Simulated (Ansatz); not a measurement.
Bi:

```
Bi
1.0
     4.65841    0.00000    0.00000
     0.00000    4.52639    0.00000
    -0.34597    0.00000    6.51195
Bi
4
Direct
  0.25137 0.25000 0.74873
  0.74863 0.75000 0.25127
  0.24989 0.25000 0.24888
  0.75011 0.75000 0.75112
```

```yaml
Program: Ansatz 0.2.0
Task: single point
Functional: PBE
Potentials_or_basis: Ansatz PAW
Cutoff: "420 eV (not typed: the program's choice for these potentials)"
k_mesh: 6 × 6 × 4
Occupations: fermi-dirac, width 0.05 eV
Spin: no spin polarisation
```

On this cell: pressure 1.1 GPa; largest force under 0.003 eV/Å; band gap on the k mesh none (metal or under the smearing width).

The same run follows on a disturbed copy (atoms moved at random, drawn with an rms of 0.05 Å):

```
Bi
1.0
     4.65841    0.00000    0.00000
     0.00000    4.52639    0.00000
    -0.34597    0.00000    6.51195
Bi
4
Cartesian
  0.9155 1.1118 4.9079
  3.4012 3.4053 1.6215
  1.1304 1.0979 1.6351
  3.2001 3.3291 4.8999
```

Q: What changes?

A: The energy (extrapolated to zero smearing) moves by -1.3 meV/atom; pressure 1.2 GPa; largest force 0.134 eV/Å; band gap on the k mesh none (metal or under the smearing width).

Forces in eV/Å, atoms in the order of the input:
```
Bi  -0.059  0.120 -0.011
Bi   0.014  0.121 -0.001
Bi  -0.002 -0.119  0.006
Bi   0.047 -0.122  0.006
```

Stress tensor (GPa, compression positive):
```
 0.50 -0.02  0.26
-0.02  1.21 -0.01
 0.26 -0.01  2.00
```

The energy falls, though the first cell shows no forces: that form is unstable against this distortion, unless noise or another electronic state is at work.

Caveats: spin-orbit coupling is left out, which moves the levels of the heavy elements.
